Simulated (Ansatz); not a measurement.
# The Al-Pt system: small convex hull in Python

A script is to give a small convex hull; the system is the Al-Pt system.

Computed with Ansatz 0.2.0, driven from Python. Level of theory: DFT LDA, plane waves, PAW.

### 1 The system

Al2Pt Fm-3m: Symmetry: Fm-3m, No. 225, cubic system. Conventional cell: a = 5.910 Å, b = 5.910 Å, c = 5.910 Å, α = 90.00°, β = 90.00°, γ = 90.00°. Al (site symmetry -43m) has 4 Pt at 2.56 Å as nearest neighbours. Pt (site symmetry m-3m) is surrounded by 8 Al at 2.56 Å.

AlPt Pm-3m: Symmetry: Pm-3m, No. 221, cubic system. Conventional cell: a = 3.092 Å, b = 3.092 Å, c = 3.092 Å, α = 90.00°, β = 90.00°, γ = 90.00°. Around Al (site symmetry m-3m) lie 8 Pt at 2.68 Å. Pt (site symmetry m-3m) has 8 Al at 2.68 Å as nearest neighbours.

Al Fm-3m: It takes space group Fm-3m (No. 225, cubic). Conventional cell: a = 4.050 Å, b = 4.050 Å, c = 4.050 Å, α = 90.00°, β = 90.00°, γ = 90.00°. Around Al (site symmetry m-3m) lie 12 Al at 2.86 Å.

Pt Fm-3m: The structure is cubic, space group Fm-3m (No. 225). The conventional cell has a = 3.922 Å, b = 3.922 Å, c = 3.922 Å, α = 90.00°, β = 90.00°, γ = 90.00°. Pt (site symmetry m-3m) is surrounded by 12 Pt at 2.77 Å.

No structure file is read: the coordinates are typed or built in the script.

### 2 The code

Input file al2pt_hull.py:

```python
from collections import Counter
import csv

import ansatz as az
import matplotlib.pyplot as plt
from pymatgen.analysis.phase_diagram import PDEntry, PhaseDiagram
from pymatgen.core import Composition

ECUT = 470
K_SPACING = 0.3
FILLING = "fermi_dirac"
SIGMA = 0.05

PHASES = {
    "Al2Pt Fm-3m": (
        [(0.0, 2.955, 2.955), (2.955, 0.0, 2.955), (2.955, 2.955, 0.0)],
        [
            ("Al", (0.25, 0.25, 0.25)),
            ("Al", (0.75, 0.75, 0.75)),
            ("Pt", (0.0, 0.0, 0.0)),
        ],
    ),
    "AlPt Pm-3m": (
        [(3.091546, 0.0, 0.0), (0.0, 3.091546, 0.0), (0.0, 0.0, 3.091546)],
        [
            ("Al", (0.0, 0.0, 0.0)),
            ("Pt", (0.5, 0.5, 0.5)),
        ],
    ),
    "Al": (
        [(0.0, 2.024805, 2.024805), (2.024805, 0.0, 2.024805), (2.024805, 2.024805, 0.0)],
        [
            ("Al", (0.0, 0.0, 0.0)),
        ],
    ),
    "Pt": (
        [(0.0, 1.9609, 1.9609), (1.9609, 0.0, 1.9609), (1.9609, 1.9609, 0.0)],
        [
            ("Pt", (0.0, 0.0, 0.0)),
        ],
    ),
}


def build(vectors, sites):
    crystal = az.Crystal(lattice=az.Lattice.of(vectors))
    for symbol, position in sites:
        crystal = crystal.atom(symbol, position)
    return crystal


def ground_state(name, crystal):
    calc = (
        crystal.calculation()
        .functional(az.Functional.LDA)
        .basis(ECUT)
        .kpoints(spacing=K_SPACING)
        .occupations(FILLING, width=SIGMA)
    )
    calc = calc.relax(force_tolerance=0.01, fix_cell=["shape"])
    return calc.run(threads=1)


def counts(outcome):
    return Counter(site.symbol for site in outcome.lattice.sites)

phases = {name: build(*cell) for name, cell in PHASES.items()}

done = {name: ground_state(name, crystal) for name, crystal in phases.items()}

entries = [PDEntry(Composition(dict(counts(o))), o.report["energy_sigma0_ev"], name=name) for name, o in done.items()]
diagram = PhaseDiagram(entries)
rows = [(e.name, e.composition.get_atomic_fraction("Pt"), diagram.get_form_energy_per_atom(e), diagram.get_e_above_hull(e)) for e in entries]
rows.sort(key=lambda row: row[1])
with open("hull.csv", "w", newline="") as handle:
    writer = csv.writer(handle)
    writer.writerow(["phase", "x(Pt)", "E_form (eV/atom)", "above hull (eV/atom)"])
    writer.writerows([round(v, 4) if isinstance(v, float) else v for v in row] for row in rows)
print(open("hull.csv").read())
print("on the hull of these phases:", ", ".join(row[0] for row in rows if row[3] < 1e-6))
stable = [row for row in rows if row[3] < 1e-6]
plt.figure(figsize=(4.5, 3.2))
plt.plot([row[1] for row in stable], [row[2] for row in stable], "k-o")
plt.plot([row[1] for row in rows], [row[2] for row in rows], "r.")
plt.xlabel("fraction of Pt")
plt.ylabel("formation energy (eV/atom)")
plt.tight_layout()
plt.savefig("hull.png", dpi=100)
```

### 3 The input behind the calls

The engine receives this input (first run):

```yaml
crystal:
  lattice:
    - [0.0, 2.955, 2.955]
    - [2.955, 0.0, 2.955]
    - [2.955, 2.955, 0.0]
  atoms:
    - { symbol: Al, position: [0.25, 0.25, 0.25] }
    - { symbol: Al, position: [0.75, 0.75, 0.75] }
    - { symbol: Pt, position: [0.0, 0.0, 0.0] }
basis:
  ecutwfc: 470.0
kpoints:
  mp_grid:
    kspacing: 0.3
hamiltonian:
  xc: lda
scf:
  occupations:
    method: fermi_dirac
    width: 0.05
relax:
  f_tol: 0.01
  cell:
    fix: [shape]
```

### 4 Running it

Started as:

```console
> python al2pt_hull.py
```

Log:

```text
phase,x(Pt),E_form (eV/atom),above hull (eV/atom)
Al,0.0,0.0,0.0
Al2Pt Fm-3m,0.3333,-0.932,0.0
AlPt Pm-3m,0.5,-0.9869,0.0
Pt,1.0,0.0,0.0

on the hull of these phases: Al, Al2Pt Fm-3m, AlPt Pm-3m, Pt
```

Wall time 12 s (1 thread of Arm Neoverse V2, shared host); peak memory 0.46 GiB.

Lines on the test bed's own set-up are left out of the output.

### 5 The runs side by side

From the records of these 4 runs:

```tsv
run	system	space group at the end	energy (eV/atom)	from the elements (meV/atom)	final volume (Å³/atom)	pressure (GPa)	SCF cycles in all	CPU time (s)
1	Al2Pt (3 atoms)	Fm-3m	-4424.4876	-932.0	16.71	0.00	26	4
2	AlPt (2 atoms)	Pm-3m	-6379.8969	-986.9	14.01	-0.01	30	2.5
3	Al (1 atom)	Fm-3m	-512.8469	0.0	15.88	-0.04	16	1
4	Pt (1 atom)	Fm-3m	-12244.9730	0.0	14.77	0.02	25	2.5
```

Energies are extrapolated to zero smearing width, as in the script. Totals carry meaning only in balanced differences at one level of theory.

### 6 How the relaxation of run 1 went

The steps of the relaxation:

```csv
step,E - E(step 1) (eV/cell),largest force component (eV/Å),pressure (GPa),volume (Å³)
1,0.0000,0.0000,-3.92,51.61
2,-0.0167,0.0000,1.34,49.69
3,-0.0185,0.0000,-0.07,50.17
4,-0.0185,0.0000,0.00,50.14
5,-0.0184,0.0000,0.00,50.14
```

Step 1 is the start. Step 5 repeats the geometry before it on a plane-wave basis chosen anew for that cell, so its energy need not be comparable with the rows above.

Lengths and angles in the start's conventional setting:

|  | before | after | change |
| --- | --- | --- | --- |
| a (Å) | 5.910 | 5.854 | -1.0 % |
| b (Å) | 5.910 | 5.854 | -1.0 % |
| c (Å) | 5.910 | 5.854 | -1.0 % |
| volume (Å³/atom) | 17.20 | 16.71 | -2.8 % |
| shortest distance (Å) | 2.559 | 2.535 | -1.0 % |
| space group (0.01 Å) | Fm-3m | Fm-3m | same |

The run keeps the 48 symmetry operations of the start, so it could not have lowered the symmetry.

### 7 The relaxation of run 2, step by step

Step by step:

```
step  E - E(step 1) (eV/cell)  largest force component (eV/Å)  pressure (GPa)  volume (Å³)
   1                   0.0000                          0.0000           -9.99        29.55
   2                  -0.0197                          0.0000            9.32        26.94
   3                  -0.0498                          0.0000           -0.83        28.14
   4                  -0.0501                          0.0000           -0.01        28.03
   5                  -0.0499                          0.0000           -0.01        28.03
```

Step 1 is the start. Step 5 repeats the geometry before it on a plane-wave basis chosen anew for that cell, so its energy need not be comparable with the rows above.

|  | before | after | change |
| --- | --- | --- | --- |
| a (Å) | 3.092 | 3.038 | -1.7 % |
| b (Å) | 3.092 | 3.038 | -1.7 % |
| c (Å) | 3.092 | 3.038 | -1.7 % |
| volume (Å³/atom) | 14.77 | 14.01 | -5.1 % |
| shortest distance (Å) | 2.677 | 2.631 | -1.7 % |
| space group (0.01 Å) | Pm-3m | Pm-3m | same |

The run keeps the 48 symmetry operations of the start, so it could not have lowered the symmetry.

### 8 Summary of results

| quantity | value |
| --- | --- |
| on the hull of these phases | Al, Al2Pt Fm-3m, AlPt Pm-3m, Pt |
| runs compared | 4 |
| energy of Al2Pt (run 1) from the elements | -932 meV/atom |
| energy of AlPt (run 2) from the elements | -987 meV/atom |

What this shows: Among these few phases the hull runs through Al, Al2Pt Fm-3m, AlPt Pm-3m, Pt; other phases, not tried, may lie lower. AlPt lies 987 meV/atom below its elements, the most of the cells tried. In run 1, the volume shrank by 2.8 % over 3 moves, and the space group stayed Fm-3m. In run 2, over 3 moves the cell shrank by 5.1 % in volume, and the space group stayed Pm-3m. The run is spin-unpolarised. For the metals among these cells the mesh is coarse, so their volumes and pressures are rough. Atoms and volume are relaxed with the cell's shape held, which in cells of lower than cubic symmetry can hide stresses and shift volumes. Spin-orbit coupling, which matters for elements this heavy, is left out. Differences under about 40 meV an atom lie within the error of mesh and functional, so such verdicts may flip; only the cells listed enter the hull.
